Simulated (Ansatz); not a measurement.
O started on a Si site in diamond Si, 128 atoms, charge +1

All numbers come from Ansatz (PAW, plane waves, no spin–orbit coupling) at the single k point (¼, ¼, ¼) without its symmetry partners. The atoms were relaxed with PBEsol in a fixed cell; other functionals are single points on those atoms unless said otherwise. The valence top and gap of the host come from its small cell on a dense mesh, with the band extrema sought between the mesh points, lined up by the mean potential, PBEsol gap 0.46 eV, r²SCAN gap 0.76 eV. The charge correction uses an assumed dielectric constant of 11.7.

Cell: a = 15.366 Å, b = 15.366 Å, c = 15.366 Å, α = 60.00°, β = 60.00°, γ = 60.00°.

Nearest atoms after relaxation, from the placed atom (for vacancies from the middle of the vacant sites): Si at 1.70 Å, Si at 1.70 Å, Si at 3.02 Å, Si at 3.02 Å, Si at 3.25 Å, Si at 3.25 Å, Si at 3.25 Å, Si at 3.25 Å.

Chemical potentials μ are those of reference phases of the elements at zero temperature by the same functional (the usual solids, diamond for C, grey Sn, and the molecules H2, N2, O2, F2, Cl2, Br2 and S8).

| functional | E(defect) − E(host) − Σ nμ + q·E_VBM (eV) | monopole (eV) | alignment (eV) | formation energy at E_F = VBM (eV) | moment (μB) | wall time, shared host |
| --- | --- | --- | --- | --- | --- | --- |
| PBEsol | -1.08 | 0.13 | -0.08 | -1.03 | 0.0 | 58 s on NVIDIA GB300 (relaxation) |
| r²SCAN | -0.88 | 0.13 | -0.08 | -0.83 | 0.5 | 31 s on NVIDIA GB300 |

r²SCAN one-electron levels near the gap (the ten most localised at most), from the host's valence top, not corrected for the charge's images:

| level (eV) | spin | filling | atoms sharing it | element of the atom with most weight |
| --- | --- | --- | --- | --- |
| -0.11 | up | 1.00 | 116.8 | spread |
| -0.11 | down | 1.00 | 116.9 | spread |
| -0.06 | up | 0.77 | 125.3 | spread |
| -0.03 | down | 0.23 | 125.3 | spread |
| 0.75 | up | 0.00 | 11.2 | Si |
| 0.76 | down | 0.00 | 11.4 | Si |
| 1.04 | up | 0.00 | 122.5 | spread |
| 1.04 | down | 0.00 | 122.5 | spread |
| 1.05 | down | 0.00 | 119.8 | spread |
| 1.05 | up | 0.00 | 120.3 | spread |

The charge sits partly or wholly in a band of the host, at the cell's one k point and not at the band edge, so the formation energy is too high and the charge correction doesn't apply as it stands.

One k point and a cell of this size can leave errors of several tenths of an eV in such numbers.
